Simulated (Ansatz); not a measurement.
# Au (Fm-3m) in Ansatz: equation of state

How stiff is Au in PBE, and what volume does it want? The cell is scaled to several volumes.

Program: Ansatz 0.2.0. These are calculated values, not measurements. Logs are shortened: lines on timing, memory, paths and dates and some standing lists are left out, and cuts for length are marked.

## (1) The crystal as given

It takes space group Fm-3m (No. 225, cubic). Conventional cell: a = 4.070 Å, b = 4.070 Å, c = 4.070 Å, α = 90.00°, β = 90.00°, γ = 90.00°. Around Au (site symmetry m-3m) lie 12 Au at 2.88 Å.

## (2) Single point, PBE, 15.84 Å³/atom (volume scaled by 0.94)

File input.yaml:

```yaml
crystal:
  lattice:
    - [0.0, 1.9934577312, 1.9934577312]
    - [1.9934577312, 0.0, 1.9934577312]
    - [1.9934577312, 1.9934577312, 0.0]
  atoms:
    - { symbol: Au, position: [0.0, 0.0, 0.0] }
hamiltonian:
  xc: pbe
  pseudopotentials: { kind: paw }
kpoints:
  mp_grid: { grid: [11, 11, 11] }
scf:
  occupations: { method: fermi_dirac, width: 0.05 }
output:
  forces: true
  stress: true
  eigenvalues: true
```

Potentials or basis: Ansatz PAW.

Started as:

```bash
$ ansatz run input.yaml --threads 1 --pin off --max-ram 2560MiB --backend cpu --events-out ev --progress --plain --runs-dir out
```

Log:

```text
Warning: RAYON_NUM_THREADS=1 ignored (pool sized by the plan → 1); use --threads N
Engine: ansatz 0.2.0, aarch64-unknown-linux-gnu
Pseudopotentials: kind: paw
Pseudopotential: Au, paw, valence charge 19, recommended cutoff 420 eV (normal), Au.paw.azcp
Functional definition: PBE
  parameter kappa = 0.804
  parameter beta = 0.06672455060314922
  exchange = pbe_x(kappa = kappa, mu = beta*pi^2/3)
  correlation = pbe_c(beta = beta)
Crystal: 1 atoms, lattice volume = 15.843 Å³
Basis set: ecut = 420 eV, 331 PW (Γ), exchange–correlation on 40×40×40 points (8 copies of the dense FFT grid, shifted against one another)
Bands: 14, of which v1, the nominal top of the filled ones, is band 10 counted from 1 (9 counted from 0)
Symmetry: 48 space group operations
Space group: Fm-3m (ITA 225), of the structure as read, at distance tolerance 2.5e-5 Å
k-points: 56 of 1331
Non-local potential: Au, projectors of the file, l = 0: 3, l = 1: 2, l = 2: 2, l = 3: 1
PAW form: soft (Blöchl's): semilocal exchange-correlation on the pseudo side does not see the compensation charge
PAW one-centre angular grid: Au, 590 points (default); XC on 64 Gauss nodes
Initial density: superposition of atomic densities (neutral atoms: chi_scale 0, normalization atom), corrected by the library's trained network
Initial wavefunctions: pseudopotential atomic-orbital guess
Functional: x = pbe(κ = 0.804, μ = 0.2195149727645171), c = pbe(β = 0.06672455060314922)
SCF iter   1: F=—  HF=-13149.190099 eV  |F-HF|=—  |Δ(HF+E_count)|=         —  Δρ=1.72e-3  dr2=1.06e-4  ethr=1.77e-3  ⟨swp⟩=4.7  Hψ=3997  notcnv=0
preconditioner: auto → none  [insulator: Δε(μ)=0.139 eV  Ē_g=16.843 eV  σ=0.050 eV  W_gap=0.60  n_scr=8 (ndim 8)  ℏωp=30.9 eV  f_vac=0.000  D(μ)=0.28/eV (n_scr^D=0)  ε∞_Penn≈4.4]
SCF iter   2: F=—  HF=-13149.190466 eV  |F-HF|=—  |Δ(HF+E_count)|=   3.67e-4  Δρ=8.82e-4  dr2=2.50e-5  ethr=5.59e-7  ⟨swp⟩=2.7  Hψ=1758  notcnv=0
SCF iter   3: F=—  HF=-13149.190555 eV  |F-HF|=—  |Δ(HF+E_count)|=   8.95e-5  Δρ=2.39e-4  dr2=7.70e-6  ethr=1.32e-7  ⟨swp⟩=2.0  Hψ=1083  notcnv=0
SCF iter   4: F=—  HF=-13149.190554 eV  |F-HF|=—  |Δ(HF+E_count)|=   1.35e-6  Δρ=3.44e-5  dr2=1.00e-7  ethr=4.05e-8  ⟨swp⟩=2.1  Hψ=1054  notcnv=0
iter 5 did not close the SCF: its close was put off for the readings that it lacked (scf_convergence_deferred on its scf_iter line)
SCF iter   5: F=-13149.190554 eV  HF=-13149.190554 eV  |F-HF|=1.60e-9  |Δ(HF+E_count)|=   4.45e-8  Δρ=6.38e-6  dr2=4.32e-9  ethr=5.28e-10  ⟨swp⟩=2.0  Hψ=1251  notcnv=0
SCF iter   6: F=-13149.190554 eV  HF=-13149.190554 eV  |F-HF|=1.78e-10  |Δ(HF+E_count)|=  4.17e-10  Δρ=1.43e-6  dr2=3.14e-10  ethr=2.28e-11  ⟨swp⟩=2.5  Hψ=2441  notcnv=0
SCF 1 converged in 6 iterations: F = -13149.190554 eV  dr2 = 3.14e-10
SCF converged after 6 iterations
Free energy (F): -13149.190554 eV
Harris-Foulkes:  -13149.190554 eV  (|F-HF|=1.78e-10)
Internal energy: -13149.188233 eV  (E = F + TS)
E sigma→0 (E₀):  -13149.189393 eV
Entropy (-TS):   -0.002322 eV (-2.322 meV/atom)
Fermi energy:    22.727532 eV
--- Per-component energies (eV) ---
  E_band       = -172.935786
  E_kinetic    = 607.106306
  E_local      = -1595.296586  (includes V_loc(G=0)·N_el)
  E_nonlocal   = 74.125031
  E_hartree    = 689.671773
  E_xc         = -229.103263
  E_vxc        = -276.755079  (∫ρ·V_xc dr)
  E_paw        = -9706.745654  (= ΣΔE_a)
  E_vpaw       = -361.461328  (= ΣTr[D̂ρ^β])
  E_aug_tail   = 0.001437  (compensation charges beyond the density's cutoff)
  E_ewald      = -2988.947276
  E_smearing   = -0.002322  (= −TS)
  E_closure    = 0.000000  (closes the sum)
  Σ components = -13149.190554   (vs F -13149.190554, Δ=0.00e0)
--- Forces (eV/Å), atoms counted from 1 ---
  atom   1  Au    -0.00000000     0.00000000    -0.00000000
  max |Σ_I F_I| component: 6.57e-32 eV/Å
--- Stress (GPa, compression-positive) ---
       25.459570       0.000000       0.000000
        0.000000      25.459570      -0.000000
       -0.000000       0.000000      25.459570
  P = ⅓ Tr σ = 25.4596 GPa (254.596 kbar)
--- Band table (eV; the first three rows and the last of 56) ---
  k-point 0: bands = ["-82.9725", "-34.2996", "-34.2996", "-34.2996", "12.0806", "17.6381", "17.6381", "17.6381", "19.3646", "19.3646", "37.0888", "41.4980", "41.4980", "41.4980"]
  k-point 1: bands = ["-82.9711", "-34.3231", "-34.3031", "-34.3031", "12.3874", "17.5337", "17.7448", "17.7448", "19.3169", "19.3169", "37.4707", "39.8985", "41.8988", "41.8988"]
  k-point 2: bands = ["-82.9674", "-34.3862", "-34.3125", "-34.3125", "13.2240", "17.3617", "17.9373", "17.9373", "19.3168", "19.3168", "36.8692", "38.3680", "42.9352", "42.9352"]
  k-point 55: bands = ["-82.9494", "-34.5044", "-34.4886", "-34.4072", "16.1675", "16.7731", "17.4180", "19.2190", "20.9888", "27.3070", "28.9334", "30.0135", "33.2984", "44.4599"]
```

Run time: 0.83 s. Hardware: 1 thread of Arm Neoverse V1, shared host; peak memory 0.25 GiB.

Results:

- Free energy: -13149.1906 eV
- Pressure: 25.5 GPa
- Band gap on the k mesh: none (metal or under the smearing width)

## (3) Single point, PBE, 16.18 Å³/atom (volume scaled by 0.96)

Changes to input.yaml since step 2:

```diff
@@ -2,5 +2,5 @@
   lattice:
-    - [0.0, 1.9934577312, 1.9934577312]
-    - [1.9934577312, 0.0, 1.9934577312]
-    - [1.9934577312, 1.9934577312, 0.0]
+    - [0.0, 2.0074966285, 2.0074966285]
+    - [2.0074966285, 0.0, 2.0074966285]
+    - [2.0074966285, 2.0074966285, 0.0]
   atoms:
```

Potentials or basis: Ansatz PAW.

Started as:

```bash
$ ansatz run input.yaml --threads 1 --pin off --max-ram 2560MiB --backend cpu --events-out ev --progress --plain --runs-dir out
```

It took 0.82 s on 1 thread of Arm Neoverse V1, shared host; peak memory 0.26 GiB.

It converged, with:

```yaml
Free_energy: -13149.2382 eV
Pressure: 19.9 GPa
Band_gap_on_the_k_mesh: none (metal or under the smearing width)
```

## (4) Single point, PBE, 16.52 Å³/atom (volume scaled by 0.98)

Changes to input.yaml since step 3:

```diff
@@ -2,5 +2,5 @@
   lattice:
-    - [0.0, 2.0074966285, 2.0074966285]
-    - [2.0074966285, 0.0, 2.0074966285]
-    - [2.0074966285, 2.0074966285, 0.0]
+    - [0.0, 2.0213418704, 2.0213418704]
+    - [2.0213418704, 0.0, 2.0213418704]
+    - [2.0213418704, 2.0213418704, 0.0]
   atoms:
```

Started as:

```bash
$ ansatz run input.yaml --threads 1 --pin off --max-ram 2560MiB --backend cpu --events-out ev --progress --plain --runs-dir out
```

It took 0.84 s on 1 thread of Arm Neoverse V1, shared host; peak memory 0.26 GiB.

It converged, with:

```
Free energy            : -13149.2749 eV
Pressure               : 15.1 GPa
Band gap on the k mesh : none (metal or under the smearing width)
```

## (5) Single point, PBE, 16.85 Å³/atom

File input.yaml:

```yaml
crystal:
  lattice:
    - [0.0, 2.035, 2.035]
    - [2.035, 0.0, 2.035]
    - [2.035, 2.035, 0.0]
  atoms:
    - { symbol: Au, position: [0.0, 0.0, 0.0] }
hamiltonian:
  xc: pbe
  pseudopotentials: { kind: paw }
kpoints:
  mp_grid: { grid: [11, 11, 11] }
scf:
  occupations: { method: fermi_dirac, width: 0.05 }
output:
  forces: true
  stress: true
  eigenvalues: true
  write_density: true
  write_potential: true
  elf: true
  volumetric_format: npy
```

Started as:

```bash
$ ansatz run input.yaml --threads 1 --pin off --max-ram 2560MiB --backend cpu --events-out ev --progress --plain --runs-dir out
```

Wall time 1.1 s (1 thread of Arm Neoverse V1, shared host); peak memory 0.26 GiB.

It converged, with:

```yaml
Free_energy: -13149.3021 eV
Pressure: 10.8 GPa
Band_gap_on_the_k_mesh: none (metal or under the smearing width)
```

## (6) Single point, PBE, 17.19 Å³/atom (volume scaled by 1.02)

File input.yaml:

```yaml
crystal:
  lattice:
    - [0.0, 2.048477214, 2.048477214]
    - [2.048477214, 0.0, 2.048477214]
    - [2.048477214, 2.048477214, 0.0]
  atoms:
    - { symbol: Au, position: [0.0, 0.0, 0.0] }
hamiltonian:
  xc: pbe
  pseudopotentials: { kind: paw }
kpoints:
  mp_grid: { grid: [11, 11, 11] }
scf:
  occupations: { method: fermi_dirac, width: 0.05 }
output:
  forces: true
  stress: true
  eigenvalues: true
```

Potentials or basis: Ansatz PAW.

Started as:

```bash
$ ansatz run input.yaml --threads 1 --pin off --max-ram 2560MiB --backend cpu --events-out ev --progress --plain --runs-dir out
```

Wall time 0.85 s (1 thread of Arm Neoverse V1, shared host); peak memory 0.26 GiB.

It converged, with:

```yaml
Free_energy: -13149.3207 eV
Pressure: 7.0 GPa
Band_gap_on_the_k_mesh: none (metal or under the smearing width)
```

## (7) Single point, PBE, 17.53 Å³/atom (volume scaled by 1.04)

File input.yaml:

```yaml
crystal:
  lattice:
    - [0.0, 2.0617793868, 2.0617793868]
    - [2.0617793868, 0.0, 2.0617793868]
    - [2.0617793868, 2.0617793868, 0.0]
  atoms:
    - { symbol: Au, position: [0.0, 0.0, 0.0] }
hamiltonian:
  xc: pbe
  pseudopotentials: { kind: paw }
kpoints:
  mp_grid: { grid: [11, 11, 11] }
scf:
  occupations: { method: fermi_dirac, width: 0.05 }
output:
  forces: true
  stress: true
  eigenvalues: true
  write_density: true
  write_potential: true
  elf: true
  volumetric_format: npy
```

Potentials or basis: Ansatz PAW.

Started as:

```bash
$ ansatz run input.yaml --threads 1 --pin off --max-ram 2560MiB --backend cpu --events-out ev --progress --plain --runs-dir out
```

Log:

```text
Warning: RAYON_NUM_THREADS=1 ignored (pool sized by the plan → 1); use --threads N
Engine: ansatz 0.2.0, aarch64-unknown-linux-gnu
Pseudopotentials: kind: paw
Pseudopotential: Au, paw, valence charge 19, recommended cutoff 420 eV (normal), Au.paw.azcp
Functional definition: PBE
  parameter kappa = 0.804
  parameter beta = 0.06672455060314922
  exchange = pbe_x(kappa = kappa, mu = beta*pi^2/3)
  correlation = pbe_c(beta = beta)
Crystal: 1 atoms, lattice volume = 17.529 Å³
Basis set: ecut = 420 eV, 331 PW (Γ), exchange–correlation on 40×40×40 points (8 copies of the dense FFT grid, shifted against one another)
Bands: 14, of which v1, the nominal top of the filled ones, is band 10 counted from 1 (9 counted from 0)
Symmetry: 48 space group operations
Space group: Fm-3m (ITA 225), of the structure as read, at distance tolerance 2.6e-5 Å
k-points: 56 of 1331
Non-local potential: Au, projectors of the file, l = 0: 3, l = 1: 2, l = 2: 2, l = 3: 1
PAW form: soft (Blöchl's): semilocal exchange-correlation on the pseudo side does not see the compensation charge
PAW one-centre angular grid: Au, 590 points (default); XC on 64 Gauss nodes
[... 25 lines left out ...]
  E_nonlocal   = 74.303037
  E_hartree    = 742.417970
  E_xc         = -227.925147
  E_vxc        = -275.124679  (∫ρ·V_xc dr)
  E_paw        = -9706.728878  (= ΣΔE_a)
  E_vpaw       = -361.545802  (= ΣTr[D̂ρ^β])
  E_aug_tail   = 0.001435  (compensation charges beyond the density's cutoff)
  E_ewald      = -2889.901846
  E_smearing   = -0.000990  (= −TS)
  E_closure    = -0.000000  (closes the sum)
  Σ components = -13149.331882   (vs F -13149.331882, Δ=0.00e0)
--- Forces (eV/Å), atoms counted from 1 ---
  atom   1  Au    -0.00000000     0.00000000     0.00000000
  max |Σ_I F_I| component: 3.70e-32 eV/Å
--- Stress (GPa, compression-positive) ---
        3.676502       0.000000       0.000000
       -0.000000       3.676502       0.000000
        0.000000       0.000000       3.676502
  P = ⅓ Tr σ = 3.6765 GPa (36.765 kbar)
--- Band table (eV; the first three rows and the last of 56) ---
  k-point 0: bands = ["-85.4712", "-36.8311", "-36.8311", "-36.8311", "10.3011", "15.3331", "15.3331", "15.3331", "16.7786", "16.7786", "34.3824", "38.2195", "38.2195", "38.2195"]
  k-point 1: bands = ["-85.4704", "-36.8468", "-36.8335", "-36.8335", "10.5806", "15.2488", "15.4243", "15.4243", "16.7411", "16.7411", "34.6695", "36.6120", "38.5316", "38.5316"]
  k-point 2: bands = ["-85.4682", "-36.8887", "-36.8399", "-36.8399", "11.3488", "15.1130", "15.5887", "15.5887", "16.7467", "16.7467", "33.3988", "35.4745", "39.2688", "39.2688"]
  k-point 55: bands = ["-85.4577", "-36.9683", "-36.9577", "-36.9036", "14.1209", "14.6207", "15.1746", "16.6855", "18.1398", "23.9802", "25.7092", "26.6480", "29.7700", "40.7420"]
```

rho_z.tsv:

```text
# z_ang	rho[e/angstrom^3]
# format = ansatz-planar-average/11
# lattice	0.000000000	2.061779387	2.061779387
# lattice	2.061779387	0.000000000	2.061779387
# lattice	2.061779387	2.061779387	0.000000000
# sites	1
# site	79	0.000000000	0.000000000	0.000000000
0.000000	2.309914e0
0.145790	2.222704e0
0.291580	1.982626e0
0.437369	1.640841e0
0.583159	1.260357e0
0.728949	9.008022e-1
[... 12 lines left out ...]
2.624217	1.982626e0
2.770007	2.222704e0
```

v_z.tsv:

```text
# z_ang	v_es[eV]	v_tot[eV]
# format = ansatz-planar-average/11
# xc	pbe
# density_cutoff_ev	1680
# datasets	Au=:simpson_from_first_knot:soft
# lattice	0.000000000	2.061779387	2.061779387
# lattice	2.061779387	0.000000000	2.061779387
# lattice	2.061779387	2.061779387	0.000000000
# sites	1
# site	79	0.000000000	0.000000000	0.000000000
0.000000	3.174986e0	-1.261153e1
0.145790	3.488565e0	-1.216345e1
0.291580	4.444607e0	-1.080855e1
0.437369	6.071214e0	-8.536921e0
0.583159	8.360581e0	-5.400099e0
0.728949	1.119566e1	-1.593829e0
[... 12 lines left out ...]
2.624217	4.444607e0	-1.080855e1
2.770007	3.488565e0	-1.216345e1
```

Run time: 1.1 s. Hardware: 1 thread of Arm Neoverse V1, shared host; peak memory 0.26 GiB.

What came out:

* Free energy: -13149.3319 eV
* Pressure: 3.7 GPa
* Band gap on the k mesh: none (metal or under the smearing width)

## (8) Single point, PBE, 17.87 Å³/atom (volume scaled by 1.06)

File input.yaml:

```yaml
crystal:
  lattice:
    - [0.0, 2.0749120936, 2.0749120936]
    - [2.0749120936, 0.0, 2.0749120936]
    - [2.0749120936, 2.0749120936, 0.0]
  atoms:
    - { symbol: Au, position: [0.0, 0.0, 0.0] }
hamiltonian:
  xc: pbe
  pseudopotentials: { kind: paw }
kpoints:
  mp_grid: { grid: [11, 11, 11] }
scf:
  occupations: { method: fermi_dirac, width: 0.05 }
output:
  forces: true
  stress: true
  eigenvalues: true
```

Started as:

```bash
$ ansatz run input.yaml --threads 1 --pin off --max-ram 2560MiB --backend cpu --events-out ev --progress --plain --runs-dir out
```

Run time: 0.94 s. Hardware: 1 thread of Arm Neoverse V1, shared host; peak memory 0.26 GiB.

It converged, with:

| Item | Value |
| --- | --- |
| Free energy | -13149.3365 eV |
| Pressure | 0.7 GPa |
| Band gap on the k mesh | none (metal or under the smearing width) |

## (9) Equation of state, PBE

Potentials or basis: Ansatz PAW.

No new run: the results of the series are fitted here.

What came out:

- Equilibrium volume: 17.96 Å³/atom (rough: see the caveat)
- Bulk modulus: 142 GPa (rough)

Energy against volume, from the lowest point:
| volume (Å³/atom) | energy (meV/atom) |
| --- | --- |
| 15.843 | 145.92 |
| 16.181 | 98.27 |
| 16.518 | 61.53 |
| 16.855 | 34.40 |
| 17.192 | 15.76 |
| 17.529 | 4.59 |
| 17.866 | 0.00 |

Caveat: the minimum lies outside the volumes run. Spin-orbit coupling is left out, which matters for the levels of Au.
